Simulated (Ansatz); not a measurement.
## CuO in Ansatz: the effect of target pressure

Crystal: CuO.

```
CELL_PARAMETERS angstrom
3.17953 0.00000 0.00000
-1.58977 2.75356 0.00000
0.00000 0.00000 4.43149
ATOMIC_POSITIONS crystal
Cu 0.00000 0.00000 0.00000
Cu 0.00000 0.00000 0.50000
O 0.33333 0.66667 0.25000
O 0.66667 0.33333 0.75000
```

Measurements of this composition are mostly on another form, of space group No. 15.

Alike in all runs:

| Item | Value |
| --- | --- |
| Program | Ansatz 0.2.0 |
| Task | relaxation of cell and atoms |
| Functional | PBEsol |
| Potentials or basis | Ansatz PAW |
| Cutoff | 420 eV (not typed: the program's choice for these potentials) |
| k mesh | 10 × 10 × 6 |
| Occupations | fermi-dirac, width 0.05 eV |
| Spin | no spin polarisation |

Each run relaxes the cell or the atoms first.

```tsv
target pressure	relaxed volume (Å³/atom)
0 GPa	9.23
2 GPa	9.14
5 GPa	9.01
10 GPa	8.81
20 GPa	8.48
30 GPa	?
```

Task: What does the run with target pressure 30 GPa give?

Result: Relaxed volume 8.21 Å³/atom.

Worked out: In Murnaghan's law V^(-B') rises as a straight line in P. The other rows fit best with B' = 4.5, V0 = 9.23 Å³/atom and B0 = 193 GPa, which gives 8.21 Å³/atom at 30 GPa, against the run's 8.21.

Caveats: the plane-wave basis is chosen anew once the cell has moved, so the energies of steps on either side of that aren't comparable; the run has no spin polarisation, though such a crystal can be magnetic; the PAW data sets come from PBE, with cores solved anew for the run's functional, which leaves a small shift of forces and pressure; the volume moved by over 15 % at a fixed basis, so the end points are rough (some runs).

Runs at the PBE level aren't shown here.
